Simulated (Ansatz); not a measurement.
Here is an Ansatz 0.2.0 calculation.

File input.yaml:

```yaml
crystal:
  lattice:
    - [0.0, 2.3, 2.3]
    - [2.3, 0.0, 2.3]
    - [2.3, 2.3, 0.0]
  atoms:
    - { symbol: Zr, position: [0.5, 0.5, 0.5] }
    - { symbol: "N", position: [0.0, 0.0, 0.0] }
kpoints:
  mp_grid: { grid: [10, 10, 10] }
  band_path:
    path:
      - [0.0, 0.0, 0.0]
      - [0.5, 0.0, 0.5]
      - [0.5, 0.25, 0.75]
      - [0.375, 0.375, 0.75]
      - [0.0, 0.0, 0.0]
      - [0.5, 0.5, 0.5]
      - [0.625, 0.25, 0.625]
      - [0.5, 0.25, 0.75]
    npoints: 12
scf:
  occupations: { method: fermi_dirac, width: 0.05 }
hamiltonian:
  xc: blyp
  pseudopotentials: { kind: all_electron, lapw: { basis_error: 0.001 } }
output:
  forces: true
  stress: true
  eigenvalues: true
```

Potentials or basis: all-electron LAPW, scalar-relativistic.

The run is started by

```bash
$ ansatz run input.yaml --threads 1 --pin off --max-ram 3072MiB --backend cpu --events-out ev --progress --plain --runs-dir out
```

Estimate the band gap along the path.

none (metal or under the smearing width).

Estimate the pressure.

7.5 GPa.

Levels at the corners of the path, in eV from the Fermi level:
```tsv
point	band 16	band 17	band 18	band 19	band 20	band 21	band 22	band 23
Γ	-2.74	-2.74	-2.74	-0.45	-0.45	-0.45	1.49	1.49
X	-4.56	-3.36	-3.23	-3.23	3.20	4.26	4.26	4.75
W	-5.44	-4.72	-4.72	0.95	0.95	4.27	4.42	5.71
K	-5.46	-4.73	-4.50	-0.71	3.24	3.46	4.96	5.51
Γ	-2.74	-2.74	-2.74	-0.45	-0.45	-0.45	1.49	1.49
L	-7.56	-5.70	-5.70	2.86	2.89	2.89	5.02	7.43
U	-5.46	-4.73	-4.50	-0.71	3.24	3.46	4.96	5.51
W	-5.44	-4.72	-4.72	0.95	0.95	4.27	4.42	5.71
```
